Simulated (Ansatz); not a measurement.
# Ag: the cost of one run

Program: Ansatz 0.2.0. Level of theory: DFT r2SCAN, scalar-relativistic, plane waves, PAW. These are calculated values, not measurements.

1 further run of the same task is left out (set aside as unsound or not needed).

### Step 1. Starting point

It takes space group I4/mmm (No. 139, tetragonal). Conventional cell: a = 2.895 Å, b = 2.895 Å, c = 2.739 Å, α = 90.00°, β = 90.00°, γ = 90.00°. Cu (site symmetry 4/mmm) is surrounded by 10 Cu at 2.46 to 2.74 Å.

As a file:

```cif
data_structure
_symmetry_space_group_name_H-M 'P 1'
_symmetry_Int_Tables_number 1
_cell_length_a 2.4631
_cell_length_b 2.4631
_cell_length_c 2.4631
_cell_angle_alpha 108.003
_cell_angle_beta 108.003
_cell_angle_gamma 112.449
_cell_volume 11.48
loop_
_atom_site_label
_atom_site_type_symbol
_atom_site_fract_x
_atom_site_fract_y
_atom_site_fract_z
_atom_site_occupancy
Cu1 Cu 0.00000 0.00000 0.00000 1
```

It goes back to an entry of the Materials Project, which need not be the stable form.

It is the result of an earlier relaxation at this level (volume 11.48 Å³/atom; gap on the mesh: none (metal)).

### Step 2. Swap Cu → Ag

The start of Ag: fractional positions of relaxed Cu, cell scaled by 1.066, a guess from tabulated radii.

### Step 3. Quick check of gap, pressure and forces (Ag)

input.yaml reads:

```yaml
crystal:
  lattice:
    - [-1.5428202178, 1.5428202178, 1.4592929085]
    - [1.5428202178, -1.5428202178, 1.4592929085]
    - [1.5428202178, 1.5428202178, -1.4592929085]
  atoms:
    - { symbol: Ag, position: [0.0, 0.0, 0.0] }
basis:
  ecutwfc: 500
kpoints:
  mp_grid: { grid: [8, 8, 8] }
hamiltonian:
  xc: r2scan
scf:
  occupations: { method: gaussian, width: 0.1 }
output:
  forces: true
  stress: true
  eigenvalues: true
```

Launch:

```bash
> ansatz run input.yaml --threads 1 --pin off --max-ram 2560MiB --backend cpu --events-out ev --progress --plain --runs-dir out
```

**Question.** How long does this run take on 1 thread of Arm Neoverse V2, shared host, and how much memory does it need?

About 1.4 s, with a peak of 0.29 GiB.
